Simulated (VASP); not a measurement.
The system is SnTe.

```
CELL_PARAMETERS angstrom
0.00000 3.61115 3.61115
3.61115 0.00000 3.61115
3.61115 3.61115 0.00000
ATOMIC_POSITIONS crystal
Te 0.25000 0.25000 0.25000
Sn 0.00000 0.00000 0.00000
```

Measurements of this composition are mostly on another form, of space group No. 225.

```yaml
Program: VASP 6.6.1
Task: single point
Functional: PBE
Potentials_or_basis: VASP PAW PBE potentials, release 64 (Te, Sn_d)
Cutoff: 520 eV
k_mesh: 7 × 7 × 7
Occupations: fermi-dirac, width 0.05 eV
Spin: no spin polarisation
```

On this cell: pressure -0.1 GPa; largest force zero by symmetry; band gap on the k mesh 0.33 eV, indirect (least direct gap 0.83 eV).

The same run follows on a disturbed copy (atoms moved at random, drawn with an rms of 0.05 Å):

```
Te Sn
1.0
     0.00000    3.61115    3.61115
     3.61115    0.00000    3.61115
     3.61115    3.61115    0.00000
Te Sn
1 1
Cartesian
  1.7987 1.7773 1.8345
  -0.0433 0.0023 0.0114
```

Q: What does the disturbed cell give?

A: The energy moves by +1.6 meV/atom; pressure -0.1 GPa; largest force 0.126 eV/Å; band gap on the k mesh 0.30 eV, indirect (least direct gap 0.83 eV).

Forces on the atoms (eV/Å):
```
Te  -0.089  0.076 -0.046
Sn   0.089 -0.076  0.046
```

Stress tensor (GPa, compression positive):
```
-0.05 -0.11  0.19
-0.11 -0.05 -0.22
 0.19 -0.22 -0.05
```

Caveats: spin-orbit coupling is left out, which moves the levels of the heavy elements; an odd mesh through Γ misses points on the zone boundary, where band edges often lie.
